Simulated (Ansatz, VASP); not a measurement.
# One calculation of TiB2, two programs

Contents of INCAR:

```
SYSTEM = TiB2
  PREC = Accurate
  ENCUT = 520
  EDIFF = 1E-8
  ISMEAR = -1
  SIGMA = 0.03
  LREAL = .FALSE.
  LASPH = .TRUE.
  NELM = 100
  ALGO = Normal
  ISIF = 2
  LWAVE = .FALSE.
  LCHARG = .FALSE.
  GGA = PS
  LEFG = .TRUE.
  NBANDS = 16
```

The input KPOINTS:

```
regular mesh
0
G
  12 12 10
  0 0 0
```

File POSCAR:

```
TiB2
1.0
    3.0259273119      0.0000000000      0.0000000000
   -1.5129636559      2.6205299221      0.0000000000
    0.0000000000      0.0000000000      3.2287677100
Ti B
1 2
Direct
    0.0000000000      0.0000000000      0.0000000000
    0.3333333333      0.6666666667      0.5000000000
    0.6666666667      0.3333333333      0.5000000000
```

Input for Ansatz:

```yaml
crystal:
  lattice:
    - [3.0259273119, 0.0, 0.0]
    - [-1.5129636559, 2.6205299221, 0.0]
    - [0.0, 0.0, 3.22876771]
  atoms:
    - { symbol: Ti, position: [0.0, 0.0, 0.0] }
    - { symbol: B, position: [0.3333333333, 0.6666666667, 0.5] }
    - { symbol: B, position: [0.6666666667, 0.3333333333, 0.5] }
kpoints:
  mp_grid: { grid: [12, 12, 10] }
  band_path:
    path:
      - [0.0, 0.0, 0.0]
      - [0.5, 0.0, 0.0]
      - [0.3333333333, 0.3333333333, 0.0]
      - [0.0, 0.0, 0.0]
      - [0.0, 0.0, 0.5]
      - [0.5, 0.0, 0.5]
      - [0.3333333333, 0.3333333333, 0.5]
      - [0.0, 0.0, 0.5]
      - [0.5, 0.0, 0.5]
    npoints: 8
scf:
  occupations: { method: fermi_dirac, width: 0.03 }
hamiltonian:
  xc: pbesol
  pseudopotentials: { kind: all_electron, datasets: crystal }
output:
  forces: true
  stress: true
  eigenvalues: true
  efg: { contact_densities: true }
```

Alike in both runs: task electric field gradients; functional PBEsol; k mesh 12 × 12 × 10; occupations fermi-dirac, width 0.03 eV; no spin polarisation.

```csv
,VASP,Ansatz
version,VASP 6.6.1,Ansatz 0.2.0
potentials or method,"VASP PAW PBE potentials, release 64 (Ti_sv, B)","all-electron PAW with datasets made for the crystal, scalar-relativistic"
plane-wave cutoff (eV),520,see its input
```

|  | VASP | Ansatz | Ansatz less VASP |
| --- | --- | --- | --- |
| pressure (GPa) | -4.2 | -4.6 | -0.38 |
| largest component of the traceless stress (GPa) | 2.23 | 2.12 | -0.113 |
| Vzz of the field gradient on the site that differs most (V/Å²) | 18.3 | 21.1 | +2.79 |

Ansatz ran all-electron here, so the differences hold the error of VASP's frozen core and of both bases.

Caveats: the PAW data sets were made with another functional, which shifts forces and pressure a little (VASP).
